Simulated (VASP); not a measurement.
Input of a VASP 6.6.1 run:

The input INCAR:

```
PREC = Accurate ; ENCUT = 600
EDIFF = 1E-6 ; ISMEAR = 1
SIGMA = 0.1 ; LREAL = F
LASPH = T ; NELM = 120
ALGO = Normal ; ISIF = 3
LWAVE = F ; LCHARG = F
GGA = PE ; IBRION = 2
NSW = 80 ; EDIFFG = -0.005
KPAR = 2
```

Contents of KPOINTS:

```
Automatic mesh
0
Gamma
  19 19 19
```

The input POSCAR:

```
Pt                                      
1.0
   -0.0000000000      1.9835096367      1.9835096367
    1.9835096367      0.0000000000      1.9835096367
    1.9835096367      1.9835096367      0.0000000000
  Pt            
     1
Direct
     0.0000000000000000    0.0000000000000000    0.0000000000000000
```

Potentials or basis: VASP PAW PBE potentials, release 64 (Pt).

Launch:

```bash
$ cat potpaw_PBE.64/Pt/POTCAR > POTCAR
$ mpirun -np 2 vasp_std > vasp.out
```

Question: What does it give for the band gap on the k mesh?

Answer: None (metal or under the smearing width).

Final structure:
```xyz
1
Lattice="0.0000 1.9835 1.9835 1.9835 0.0000 1.9835 1.9835 1.9835 0.0000" Properties=species:S:1:pos:R:3 pbc="T T T"
Pt    0.0000    0.0000    0.0000
```

Caveat: the relaxation stopped at its first step, so nothing moved. Spin-orbit coupling is left out, which matters for the levels of Pt.
